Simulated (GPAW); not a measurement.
The system is ZrC.

```
CELL_PARAMETERS angstrom
0.00000 2.36500 2.36500
2.36500 0.00000 2.36500
2.36500 2.36500 0.00000
ATOMIC_POSITIONS crystal
Zr 0.50000 0.50000 0.50000
C 0.00000 0.00000 0.00000
```

Program: GPAW 26.7.0. Alike in all runs: no spin polarisation; cell as given.

Question: Order these runs on this cell by their pressure, lowest first.
A. level PBE; potentials or basis GPAW PAW data sets (gpaw-data 1.2.1), pw; k mesh 10 × 10 × 10; cutoff (eV) 800; smearing gaussian 0.025 eV; mesh quality not flagged
B. level RPBE; potentials or basis the program's PAW data sets (release 1.2.1) made for this functional, pw; k mesh 10 × 10 × 10; cutoff (eV) 800; smearing fermi-dirac 0.05 eV; band path GXWKGLUWLK,UX; band points 100; mesh quality not flagged
C. level LDA; potentials or basis PAW data sets generated in the run's folder for this functional, pw; k mesh 5 × 5 × 5; cutoff (eV) 680; smearing fermi-dirac 0.01 eV; k mesh for the DOS 7 × 7 × 7; dos width 0.1 eV; mesh quality coarse
D. level PBEsol; potentials or basis PAW data sets generated in the run's folder for this functional, pw; k mesh 10 × 10 × 10; cutoff (eV) 800; smearing fermi-dirac 0.05 eV; mesh quality not flagged
E. level PBE+U; potentials or basis GPAW PAW data sets (gpaw-data 1.2.1), pw; U Zr d U = 6.2 eV; k mesh 8 × 8 × 8; cutoff (eV) 800; smearing fermi-dirac 0.05 eV; band path GXWKGLUWLK,UX; band points 80; mesh quality not flagged

Answer: C (-14.0 GPa), D (-9.3 GPa), A (-3.9 GPa), B (-0.3 GPa), E (13.1 GPa).

Caveats: some runs use coarse meshes; the cutoff is short for stress and forces, so pressures can be off by a GPa or more (some runs); U without spin polarisation on a metal has little footing (some runs); the U is typed as a test and isn't derived for this compound (some runs).

Not every run made on this cell is shown here.
